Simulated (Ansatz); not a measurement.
# CdTe under changes of volume

One of the cells (32.922 Å³/atom); the others are scaled copies at fixed shape and fractional positions:

```
Te Cd
1.0
     0.00000    3.20500    3.20500
     3.20500    0.00000    3.20500
     3.20500    3.20500    0.00000
Te Cd
1 1
Cartesian
  4.8075 4.8075 4.8075
  0.0000 0.0000 0.0000
```

```yaml
Program: Ansatz 0.2.0
Functional: PBEsol
Dispersion: D4
Potentials_or_basis: all-electron LAPW, scalar-relativistic
Cutoff: 280 eV (chosen from the basis error)
Basis_error_allowed: 0.0005 eV/atom
k_mesh: 7 × 7 × 7
Occupations: methfessel-paxton, width 0.01 eV
Spin: collinear spin, ferromagnetic start
Starting_moments: "[1.0, 0.0] μB"
Fixed_moment: 1 μB
```

| volume (Å³/atom) | energy over the lowest point (meV/atom) | pressure (GPa) |
| --- | --- | --- |
| 30.947 | ? | ? |
| 31.605 | 69.50 | 5.4 |
| 32.263 | 48.70 | 4.8 |
| 32.922 | 30.97 | 3.8 |
| 33.580 | 17.22 | 2.9 |
| 34.239 | 7.02 | 2.1 |
| 34.897 | 0.00 | 1.3 |

Task: What does the run at 30.947 Å³/atom give?

Result: Energy over the lowest point 94.43 meV/atom; pressure 6.7 GPa.

Worked out: A Birch-Murnaghan fit of order 3 (a polynomial in V^(-2/3)) to the other rows has its minimum at 35.92 Å³/atom, just outside them, with B0 = V·E''(V) = 43 GPa (rough, since the energies scatter). It gives 94.08 meV/atom at 30.947 Å³/atom, against the run's 94.43, and -dE/dV = 6.4 GPa, against 6.7.

Energies are extrapolated to zero smearing.

Caveats: the total moment is fixed, so each spin has its own Fermi level.
